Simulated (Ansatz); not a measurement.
**MnSb under changes of volume**

One of the cells (21.552 Å³/atom); the others are scaled copies at fixed shape and fractional positions:

```xyz
4
Lattice="4.1500 0.0000 0.0000 -2.0750 3.5940 0.0000 0.0000 0.0000 5.7800" Properties=species:S:1:pos:R:3 pbc="T T T"
Sb    2.0750    1.1980    4.3350
Sb    0.0000    2.3960    1.4450
Mn    0.0000    0.0000    2.8900
Mn    0.0000    0.0000    0.0000
```

| Quantity | Value |
| --- | --- |
| Program | Ansatz 0.2.0 |
| Functional | PBEsol |
| Potentials or basis | Ansatz PAW |
| Cutoff | 420 eV (not typed: the program's choice for these potentials) |
| k mesh | 7 × 7 × 5 |
| Occupations | fermi-dirac, width 0.05 eV |
| Spin | collinear spin, ferromagnetic start |
| Starting moments | [0.0, 0.0, 4.0, 4.0] μB |

```csv
volume (Å³/atom),energy over the lowest point (meV/atom),pressure (GPa),moment (μB per cell)
20.259,0.00,-4.4,6.32
20.690,13.17,-5.4,6.45
21.121,28.99,-6.3,6.58
21.552,47.26,-7.1,6.70
21.983,67.43,-7.8,6.83
22.414,?,?,?
22.845,112.22,-8.9,7.06
```

Question: What does the run at 22.414 Å³/atom give?

Answer: Energy over the lowest point 89.11 meV/atom; pressure -8.4 GPa; moment 6.95 μB per cell.

Worked out: A Birch-Murnaghan fit of order 3 (a polynomial in V^(-2/3)) to the other rows has no minimum within the range. It gives 89.17 meV/atom at 22.414 Å³/atom, against the run's 89.11, and -dE/dV = -8.3 GPa, against -8.4. A straight line through the other rows of the moment, of slope 0.287 μB per Å³/atom, gives 6.95 μB, against the run's 6.95.

Energies are extrapolated to zero smearing.

Caveats: only a ferromagnetic start was run, and an antiferromagnetic order may lie lower in energy; the PAW data sets come from PBE, with cores solved anew for the run's functional, which leaves a small shift of forces and pressure.
